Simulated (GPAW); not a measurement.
# KI (Fm-3m) in GPAW: further runs

Aim: see how the results for KI move with the level of theory and the settings. Levels: RPBE, revPBE, BLYP. Tasks: relaxation of cell and atoms.

Program: GPAW 26.7.0. These are calculated values, not measurements. Logs are shortened: lines on timing, memory, paths and dates and some standing lists are left out, and cuts for length are marked. The log counts tension as positive stress, the text compression.

## 1. Starting point

It takes space group Fm-3m (No. 225, cubic). Conventional cell: a = 7.066 Å, b = 7.066 Å, c = 7.066 Å, α = 90.00°, β = 90.00°, γ = 90.00°. Around I (site symmetry m-3m) lie 6 K at 3.53 Å. K (site symmetry m-3m) has 6 I at 3.53 Å as nearest neighbours.

## 2. Relaxation of cell and atoms, RPBE

The input, run.py:

```python
from ase.filters import FrechetCellFilter
from ase.io import read, write
from ase.optimize import BFGS
from gpaw import GPAW, PW

atoms = read('KI.xyz')

calc = GPAW(mode=PW(600),
            xc='RPBE',
            kpts={'size': (7, 7, 7), 'gamma': True},
            occupations={'name': 'fermi-dirac', 'width': 0.05},
            nbands=16,
            convergence={'density': 1e-05, 'forces': 0.0001},
            maxiter=150,
            txt='gpaw.txt')
atoms.calc = calc
opt = BFGS(FrechetCellFilter(atoms), trajectory='relax.traj', logfile='-')
done = opt.run(fmax=0.02, steps=60)
calc.write('gs.gpw')
write('result.traj', atoms)
print('Converged:', done)
print('Cell:', atoms.cell.cellpar().round(4))
print('Volume:', round(atoms.get_volume(), 4))
print(atoms.get_scaled_positions().round(5))
```

The input, KI.xyz:

```xyz
2
Lattice="0.0000000000 3.5327750000 3.5327750000 3.5327750000 0.0000000000 3.5327750000 3.5327750000 3.5327750000 0.0000000000" Properties=species:S:1:pos:R:3 pbc="T T T"
I      3.5327750000      3.5327750000      3.5327750000
K      0.0000000000      0.0000000000      0.0000000000
```

Potentials or basis: the program's PAW data sets (release 1.2.1) made for this functional, pw.

Command:

```sh
OMP_NUM_THREADS=1 python run.py
```

gpaw.txt:

```text
__  _  _
 | _ |_)|_||  |
 |__||  | ||/\| - 26.7.0

Input parameters:
  mode=PW(ecut=600.0),
  convergence={'density': 1e-05, 'forces': 0.0001},
  kpts=MonkhorstPack(size=(7, 7, 7), gamma=True),
  maxiter=150,
  nbands=16,
  occupations=Occupations(name='fermi-dirac', width=0.05),
  xc=XC(name='RPBE')

Diagonalizing LCAO Hamiltonian
Converting LCAO to pw mode

                   I

       K

Atoms  # Å, Bohr magnetons
|   | symbol |        x |        y |        z |    initial magnetic moments |
|---|--------|----------|----------|----------|-----------------------------|
| 0 |      I | 3.532775 | 3.532775 | 3.532775 | ( 0.0000,  0.0000,  0.0000) |
| 1 |      K | 0.000000 | 0.000000 | 0.000000 | ( 0.0000,  0.0000,  0.0000) |

Unit cell  # Å
| periodic |        x |        y |        z |  lengths |    angles |
|----------|----------|----------|----------|----------|-----------|
|      yes | 0.000000 | 3.532775 | 3.532775 | 4.996098 | 60.000000 |
|      yes | 3.532775 | 0.000000 | 3.532775 | 4.996098 | 60.000000 |
|      yes | 3.532775 | 3.532775 | 0.000000 | 4.996098 | 60.000000 |

Number of symmetries: 48
Symmetry operations  # r_c * U_cc + t_c -> r_c
|    | kind |            matrix            |
|----|------|------------------------------|
|  0 |  σ   |  1, 0, 0,  1, 0,-1,  1,-1, 0 |
|  1 |  C2  |  1, 0, 0,  1,-1, 0,  1, 0,-1 |
|  2 |  E   |  1, 0, 0,  0, 1, 0,  0, 0, 1 |
|  3 |  σ   |  1, 0, 0,  0, 0, 1,  0, 1, 0 |
|  4 |  C4  |  1, 0,-1,  1, 0, 0,  1,-1, 0 |
|  5 |  S6  |  1, 0,-1,  1,-1, 0,  1, 0, 0 |
|  6 |  σ   |  1, 0,-1,  0, 1,-1,  0, 0,-1 |
|  7 |  C3  |  1, 0,-1,  0, 0,-1,  0, 1,-1 |
|  8 |  S6  |  1,-1, 0,  1, 0, 0,  1, 0,-1 |
|  9 |  C4  |  1,-1, 0,  1, 0,-1,  1, 0, 0 |
| 10 |  C3  |  1,-1, 0,  0,-1, 1,  0,-1, 0 |
| 11 |  σ   |  1,-1, 0,  0,-1, 0,  0,-1, 1 |
| 12 |  σ   |  0, 1, 0,  1, 0, 0,  0, 0, 1 |
| 13 |  C4  |  0, 1, 0,  0, 1,-1, -1, 1, 0 |
| 14 |  C3  |  0, 1, 0,  0, 0, 1,  1, 0, 0 |
| 15 |  S6  |  0, 1, 0, -1, 1, 0,  0, 1,-1 |
| 16 |  C2  |  0, 1,-1,  1, 0,-1,  0, 0,-1 |
| 17 |  σ   |  0, 1,-1,  0, 1, 0, -1, 1, 0 |
| 18 |  S4  |  0, 1,-1,  0, 0,-1,  1, 0,-1 |
| 19 |  C4  |  0, 1,-1, -1, 1, 0,  0, 1, 0 |
| 20 |  C3  |  0, 0, 1,  1, 0, 0,  0, 1, 0 |
| 21 |  σ   |  0, 0, 1,  0, 1, 0,  1, 0, 0 |
[... 212 lines left out ...]
Gap: 4.288 eV
Transition (v -> c):
  (s=0, k=0, n=7, [0.00, 0.00, 0.00]) -> (s=0, k=0, n=8, [0.00, 0.00, 0.00])
No difference between direct/indirect transitions

Stress tensor  # eV/Ang^3
|         x |         y |         z |
|-----------|-----------|-----------|
| -0.010771 | -0.000000 | -0.000000 |
| -0.000000 | -0.010771 |  0.000000 |
| -0.000000 |  0.000000 | -0.010771 |

Forces  # eV/Ang
|        x |       y |        z |
|----------|---------|----------|
|  0.00000 | 0.00000 | -0.00000 |  # I    0
| -0.00000 | 0.00000 |  0.00000 |  # K    1

Interpolating wave functions to new cell

                   I

       K

Atoms  # Å, Bohr magnetons
|   | symbol |         x |        y |        z |    initial magnetic moments |
|---|--------|-----------|----------|----------|-----------------------------|
| 0 |      I |  3.544779 | 3.544779 | 3.544779 | ( 0.0000,  0.0000,  0.0000) |
| 1 |      K | -0.000000 | 0.000000 | 0.000000 | ( 0.0000,  0.0000,  0.0000) |

Unit cell  # Å
| periodic |        x |         y |         z |  lengths |    angles |
|----------|----------|-----------|-----------|----------|-----------|
|      yes | 0.000000 |  3.544779 |  3.544779 | 5.013074 | 60.000000 |
|      yes | 3.544779 | -0.000000 |  3.544779 | 5.013074 | 60.000000 |
|      yes | 3.544779 |  3.544779 | -0.000000 | 5.013074 | 60.000000 |

Number of symmetries: 48
Symmetry operations  # r_c * U_cc + t_c -> r_c
|    | kind |            matrix            |
|----|------|------------------------------|
|  0 |  σ   |  1, 0, 0,  1, 0,-1,  1,-1, 0 |
|  1 |  C2  |  1, 0, 0,  1,-1, 0,  1, 0,-1 |
|  2 |  E   |  1, 0, 0,  0, 1, 0,  0, 0, 1 |
|  3 |  σ   |  1, 0, 0,  0, 0, 1,  0, 1, 0 |
|  4 |  C4  |  1, 0,-1,  1, 0, 0,  1,-1, 0 |
|  5 |  S6  |  1, 0,-1,  1,-1, 0,  1, 0, 0 |
|  6 |  σ   |  1, 0,-1,  0, 1,-1,  0, 0,-1 |
|  7 |  C3  |  1, 0,-1,  0, 0,-1,  0, 1,-1 |
|  8 |  S6  |  1,-1, 0,  1, 0, 0,  1, 0,-1 |
|  9 |  C4  |  1,-1, 0,  1, 0,-1,  1, 0, 0 |
| 10 |  C3  |  1,-1, 0,  0,-1, 1,  0,-1, 0 |
| 11 |  σ   |  1,-1, 0,  0,-1, 0,  0,-1, 1 |
| 12 |  σ   |  0, 1, 0,  1, 0, 0,  0, 0, 1 |
| 13 |  C4  |  0, 1, 0,  0, 1,-1, -1, 1, 0 |
| 14 |  C3  |  0, 1, 0,  0, 0, 1,  1, 0, 0 |
| 15 |  S6  |  0, 1, 0, -1, 1, 0,  0, 1,-1 |
| 16 |  C2  |  0, 1,-1,  1, 0,-1,  0, 0,-1 |
| 17 |  σ   |  0, 1,-1,  0, 1, 0, -1, 1, 0 |
| 18 |  S4  |  0, 1,-1,  0, 0,-1,  1, 0,-1 |
| 19 |  C4  |  0, 1,-1, -1, 1, 0,  0, 1, 0 |
| 20 |  C3  |  0, 0, 1,  1, 0, 0,  0, 1, 0 |
| 21 |  σ   |  0, 0, 1,  0, 1, 0,  1, 0, 0 |
[... 210 lines left out ...]
Gap: 4.264 eV
Transition (v -> c):
  (s=0, k=0, n=7, [0.00, 0.00, 0.00]) -> (s=0, k=0, n=8, [0.00, 0.00, 0.00])
No difference between direct/indirect transitions

Stress tensor  # eV/Ang^3
|         x |         y |         z |
|-----------|-----------|-----------|
| -0.009802 | -0.000000 |  0.000000 |
| -0.000000 | -0.009802 |  0.000000 |
|  0.000000 |  0.000000 | -0.009802 |

Forces  # eV/Ang
|        x |       y |       z |
|----------|---------|---------|
|  0.00000 | 0.00000 | 0.00000 |  # I    0
| -0.00000 | 0.00000 | 0.00000 |  # K    1

Interpolating wave functions to new cell

                   I

       K

Atoms  # Å, Bohr magnetons
|   | symbol |        x |         y |        z |    initial magnetic moments |
|---|--------|----------|-----------|----------|-----------------------------|
| 0 |      I | 3.684535 |  3.684535 | 3.684535 | ( 0.0000,  0.0000,  0.0000) |
| 1 |      K | 0.000000 | -0.000000 | 0.000000 | ( 0.0000,  0.0000,  0.0000) |

Unit cell  # Å
| periodic |        x |        y |         z |  lengths |    angles |
|----------|----------|----------|-----------|----------|-----------|
|      yes | 0.000000 | 3.684535 |  3.684535 | 5.210720 | 60.000000 |
|      yes | 3.684535 | 0.000000 |  3.684535 | 5.210720 | 60.000000 |
|      yes | 3.684535 | 3.684535 | -0.000000 | 5.210720 | 60.000000 |

Number of symmetries: 48
Symmetry operations  # r_c * U_cc + t_c -> r_c
|    | kind |            matrix            |
|----|------|------------------------------|
|  0 |  σ   |  1, 0, 0,  1, 0,-1,  1,-1, 0 |
|  1 |  C2  |  1, 0, 0,  1,-1, 0,  1, 0,-1 |
|  2 |  E   |  1, 0, 0,  0, 1, 0,  0, 0, 1 |
|  3 |  σ   |  1, 0, 0,  0, 0, 1,  0, 1, 0 |
|  4 |  C4  |  1, 0,-1,  1, 0, 0,  1,-1, 0 |
|  5 |  S6  |  1, 0,-1,  1,-1, 0,  1, 0, 0 |
|  6 |  σ   |  1, 0,-1,  0, 1,-1,  0, 0,-1 |
|  7 |  C3  |  1, 0,-1,  0, 0,-1,  0, 1,-1 |
|  8 |  S6  |  1,-1, 0,  1, 0, 0,  1, 0,-1 |
|  9 |  C4  |  1,-1, 0,  1, 0,-1,  1, 0, 0 |
| 10 |  C3  |  1,-1, 0,  0,-1, 1,  0,-1, 0 |
| 11 |  σ   |  1,-1, 0,  0,-1, 0,  0,-1, 1 |
| 12 |  σ   |  0, 1, 0,  1, 0, 0,  0, 0, 1 |
| 13 |  C4  |  0, 1, 0,  0, 1,-1, -1, 1, 0 |
| 14 |  C3  |  0, 1, 0,  0, 0, 1,  1, 0, 0 |
| 15 |  S6  |  0, 1, 0, -1, 1, 0,  0, 1,-1 |
| 16 |  C2  |  0, 1,-1,  1, 0,-1,  0, 0,-1 |
| 17 |  σ   |  0, 1,-1,  0, 1, 0, -1, 1, 0 |
| 18 |  S4  |  0, 1,-1,  0, 0,-1,  1, 0,-1 |
| 19 |  C4  |  0, 1,-1, -1, 1, 0,  0, 1, 0 |
| 20 |  C3  |  0, 0, 1,  1, 0, 0,  0, 1, 0 |
| 21 |  σ   |  0, 0, 1,  0, 1, 0,  1, 0, 0 |
[... 211 lines left out ...]
Gap: 4.003 eV
Transition (v -> c):
  (s=0, k=0, n=7, [0.00, 0.00, 0.00]) -> (s=0, k=0, n=8, [0.00, 0.00, 0.00])
No difference between direct/indirect transitions

Stress tensor  # eV/Ang^3
|         x |         y |         z |
|-----------|-----------|-----------|
| -0.001204 | -0.000000 | -0.000000 |
| -0.000000 | -0.001204 | -0.000000 |
| -0.000000 | -0.000000 | -0.001204 |

Forces  # eV/Ang
|       x |       y |        z |
|---------|---------|----------|
| 0.00000 | 0.00000 |  0.00000 |  # I    0
| 0.00000 | 0.00000 | -0.00000 |  # K    1

Interpolating wave functions to new cell

                   I

       K

Atoms  # Å, Bohr magnetons
|   | symbol |        x |         y |        z |    initial magnetic moments |
|---|--------|----------|-----------|----------|-----------------------------|
| 0 |      I | 3.707396 |  3.707396 | 3.707396 | ( 0.0000,  0.0000,  0.0000) |
| 1 |      K | 0.000000 | -0.000000 | 0.000000 | ( 0.0000,  0.0000,  0.0000) |

Unit cell  # Å
| periodic |        x |        y |        z |  lengths |    angles |
|----------|----------|----------|----------|----------|-----------|
|      yes | 0.000000 | 3.707396 | 3.707396 | 5.243050 | 60.000000 |
|      yes | 3.707396 | 0.000000 | 3.707396 | 5.243050 | 60.000000 |
|      yes | 3.707396 | 3.707396 | 0.000000 | 5.243050 | 60.000000 |

Number of symmetries: 48
Symmetry operations  # r_c * U_cc + t_c -> r_c
|    | kind |            matrix            |
|----|------|------------------------------|
|  0 |  σ   |  1, 0, 0,  1, 0,-1,  1,-1, 0 |
|  1 |  C2  |  1, 0, 0,  1,-1, 0,  1, 0,-1 |
|  2 |  E   |  1, 0, 0,  0, 1, 0,  0, 0, 1 |
|  3 |  σ   |  1, 0, 0,  0, 0, 1,  0, 1, 0 |
|  4 |  C4  |  1, 0,-1,  1, 0, 0,  1,-1, 0 |
|  5 |  S6  |  1, 0,-1,  1,-1, 0,  1, 0, 0 |
|  6 |  σ   |  1, 0,-1,  0, 1,-1,  0, 0,-1 |
|  7 |  C3  |  1, 0,-1,  0, 0,-1,  0, 1,-1 |
|  8 |  S6  |  1,-1, 0,  1, 0, 0,  1, 0,-1 |
|  9 |  C4  |  1,-1, 0,  1, 0,-1,  1, 0, 0 |
| 10 |  C3  |  1,-1, 0,  0,-1, 1,  0,-1, 0 |
| 11 |  σ   |  1,-1, 0,  0,-1, 0,  0,-1, 1 |
| 12 |  σ   |  0, 1, 0,  1, 0, 0,  0, 0, 1 |
| 13 |  C4  |  0, 1, 0,  0, 1,-1, -1, 1, 0 |
| 14 |  C3  |  0, 1, 0,  0, 0, 1,  1, 0, 0 |
| 15 |  S6  |  0, 1, 0, -1, 1, 0,  0, 1,-1 |
| 16 |  C2  |  0, 1,-1,  1, 0,-1,  0, 0,-1 |
| 17 |  σ   |  0, 1,-1,  0, 1, 0, -1, 1, 0 |
| 18 |  S4  |  0, 1,-1,  0, 0,-1,  1, 0,-1 |
| 19 |  C4  |  0, 1,-1, -1, 1, 0,  0, 1, 0 |
| 20 |  C3  |  0, 0, 1,  1, 0, 0,  0, 1, 0 |
| 21 |  σ   |  0, 0, 1,  0, 1, 0,  1, 0, 0 |
[... 210 lines left out ...]
Gap: 3.964 eV
Transition (v -> c):
  (s=0, k=0, n=7, [0.00, 0.00, 0.00]) -> (s=0, k=0, n=8, [0.00, 0.00, 0.00])
No difference between direct/indirect transitions

Stress tensor  # eV/Ang^3
|         x |         y |         z |
|-----------|-----------|-----------|
| -0.000185 |  0.000000 |  0.000000 |
|  0.000000 | -0.000185 |  0.000000 |
|  0.000000 |  0.000000 | -0.000185 |

Forces  # eV/Ang
|        x |        y |        z |
|----------|----------|----------|
|  0.00000 | -0.00000 | -0.00000 |  # I    0
| -0.00000 | -0.00000 | -0.00000 |  # K    1

# Writing to gs.gpw (mode='')
```

Run time: 85 s. Hardware: 1 thread of Arm Neoverse V1, shared host; peak memory 0.22 GiB.

Results:

```yaml
Free_energy: -5.4383 eV
Relaxed_volume: 50.96 Å³/atom
Relaxed_cell: a = 5.243 Å, b = 5.243 Å, c = 5.243 Å, α = 60.00°, β = 60.00°, γ = 60.00°
Space_group_after_relaxing_to_0.05_Å: Fm-3m (No. 225)
Energy_gained_by_relaxing: 33.4 meV/atom
Ionic_steps: 4
Pressure_after_relaxing: 0.0 GPa
Band_gap_on_the_k_mesh: 3.96 eV, direct
```

Step by step:
| step | energy change (eV) | largest force (eV/Å) | pressure (GPa) | volume (Å³) |
| --- | --- | --- | --- | --- |
| 1 | 0.0000 | 0.0000 | 1.73 | 88.18 |
| 2 | -0.0093 | 0.0000 | 1.57 | 89.08 |
| 3 | -0.0654 | 0.0000 | 0.19 | 100.04 |
| 4 | -0.0667 | 0.0000 | 0.03 | 101.91 |

Final structure:
```xyz
2
Lattice="0.0000 3.7074 3.7074 3.7074 0.0000 3.7074 3.7074 3.7074 0.0000" Properties=species:S:1:pos:R:3 pbc="T T T"
I     3.7074    3.7074    3.7074
K     0.0000    0.0000    0.0000
```

Caveat: later steps reuse the first step's grids; the volume moved by over 15 % at a fixed basis, so the end points are rough; spin-orbit coupling is left out, which moves the levels of the heavy elements; an odd mesh through Γ misses points on the zone boundary, where band edges often lie.

(Continued in part 2 of 2.)
